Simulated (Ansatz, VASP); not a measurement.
## SiC in VASP and in Ansatz

INCAR

```
SYSTEM = SiC
PREC = Accurate
ENCUT = 520
EDIFF = 1E-7
ISMEAR = -1
SIGMA = 0.05
LREAL = .FALSE.
LASPH = .TRUE.
NELM = 60
ALGO = Normal
ISIF = 2
LWAVE = .FALSE.
LCHARG = .FALSE.
GGA = PS
NBANDS = 26
```

File KPOINTS:

```
Automatic mesh
0
G
  10 10 3
  0 0 0
```

Contents of POSCAR:

```
SiC
1.0
    3.0129072637      0.0000000000      0.0000000000
   -1.5064536318      2.6092542296      0.0000000000
    0.0000000000      0.0000000000      9.8650653976
Si C
4 4
Direct
    0.0000000000      0.0000000000      0.1878943800
    0.0000000000      0.0000000000      0.6878943800
    0.3333333333      0.6666666667      0.4378419800
    0.6666666667      0.3333333333      0.9378419800
    0.0000000000      0.0000000000      0.0004600500
    0.0000000000      0.0000000000      0.5004600500
    0.3333333333      0.6666666667      0.2498025900
    0.6666666667      0.3333333333      0.7498025900
```

input.yaml

```yaml
crystal:
  lattice:
    - [3.0129072637, 0.0, 0.0]
    - [-1.5064536318, 2.6092542296, 0.0]
    - [0.0, 0.0, 9.8650653976]
  atoms:
    - { symbol: Si, position: [0.0, 0.0, 0.18789438] }
    - { symbol: Si, position: [0.0, 0.0, 0.68789438] }
    - { symbol: Si, position: [0.3333333333, 0.6666666667, 0.43784198] }
    - { symbol: Si, position: [0.6666666667, 0.3333333333, 0.93784198] }
    - { symbol: C, position: [0.0, 0.0, 0.00046005] }
    - { symbol: C, position: [0.0, 0.0, 0.50046005] }
    - { symbol: C, position: [0.3333333333, 0.6666666667, 0.24980259] }
    - { symbol: C, position: [0.6666666667, 0.3333333333, 0.74980259] }
kpoints:
  mp_grid: { grid: [10, 10, 3] }
scf:
  occupations: { method: fermi_dirac, width: 0.05 }
hamiltonian:
  xc: pbesol
  pseudopotentials: { kind: all_electron, lapw: { basis_error: 0.001 } }
output:
  forces: true
  stress: true
  eigenvalues: true
```

Change from the starting cell: volume scaled by 0.94.

Alike in both runs: task single point; functional PBEsol; k mesh 10 × 10 × 3; occupations fermi-dirac, width 0.05 eV; no spin polarisation.

|  | VASP | Ansatz |
| --- | --- | --- |
| version | VASP 6.6.1 | Ansatz 0.2.0 |
| potentials or method | VASP PAW PBE potentials, release 64 (Si, C) | all-electron LAPW, scalar-relativistic |
| plane-wave cutoff (eV) | 520 | see its input |

Ansatz gave:

```
gap on the k mesh at the Fermi level (eV)       : 2.13
least direct gap on the mesh (eV)               : 3.27
pressure (GPa)                                  : 16.0
largest component of the traceless stress (GPa) : 0.23
rms of the force components (eV/Å)              : 0.009
```

Q: Which values does VASP return?

A: gap on the k mesh at the Fermi level (eV): 2.12; least direct gap on the mesh (eV): 3.26; pressure (GPa): 16.5; largest component of the traceless stress (GPa): 0.24; rms of the force components (eV/Å): 0.010.

Atom by atom the forces differ by 0.001 eV/Å (rms over components). Ansatz ran all-electron here, so the differences hold the error of VASP's frozen core and of both bases.

Caveats: an odd mesh through Γ misses points on the zone boundary, where band edges often lie; so large a pressure means that the cell lies far from this level's equilibrium, or that cutoff or potentials fall short (VASP); the potentials were made for another functional, which shifts forces and pressure (VASP).
